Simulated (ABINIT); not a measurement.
Write the native input for ABINIT 10.8.3 (patched build) that does the following.

```
Task                                            : single point
Functional                                      : PBE
Potentials or basis                             : JTH PAW PBE v2.0
Cutoff                                          : 408 eV
k mesh                                          : 6 × 6 × 5
Occupations                                     : fermi-dirac, width 0.05 eV
Spin                                            : no spin polarisation
Fine-grid cutoff                                : 816.342 eV
Exchange and correlation inside the PAW spheres : full angular mesh (pawxcdev 0, this build's default; the released program takes 1)
```

Se:

```
CELL_PARAMETERS angstrom
4.36620 0.00000 0.00000
-2.18310 3.78124 0.00000
0.00000 0.00000 4.95360
ATOMIC_POSITIONS crystal
Se 0.77460 0.77460 0.00000
Se 0.00000 0.22540 0.66667
Se 0.22540 0.00000 0.33333
```

One way to write it, as run:

run.abi

```
pp_dirpath "./"
pseudos "Se.GGA_PBE-JTH.xml"

acell 3*1.0 Angstrom
rprim
     4.3662000000     0.0000000000     0.0000000000
    -2.1831000000     3.7812401180     0.0000000000
     0.0000000000     0.0000000000     4.9536000000
ntypat 1
znucl 34
natom 3
typat 1 1 1
xred
     0.7746000000     0.7746000000     0.0000000000
     0.0000000000     0.2254000000     0.6666666667
     0.2254000000     0.0000000000     0.3333333333

ecut 408.170794 eV
pawecutdg 30.0

kptopt 1
ngkpt 6 6 5
nshiftk 1
shiftk 0.0 0.0 0.0

ixc 11

nband 13
occopt 3
tsmear 0.00183747

nstep 100
tolvrs 1.0e-9

iomode 3
prtwf 0
prteig 0
prtebands 0
enunit 1
prtden 1
prtvha 1
prtvclmb 1
prtpot 1
```

Potentials or basis: JTH PAW PBE v2.0.

Run with:

```console
$ abinit run.abi > log 2>&1
```

Results of the run:

The pressure is 2.7 GPa, the largest force is 0.421 eV/Å and the band gap on the k mesh is 1.31 eV, indirect (least direct gap 1.52 eV). The valence electrons inside the program's atomic spheres are Se 3.87 (radii [1.1702] Å).

Caveat: an odd mesh through Γ misses points on the zone boundary, where band edges often lie.

Run time: 17 s on 1 thread of Arm Neoverse V1 (shared host), peak memory 0.12 GiB.
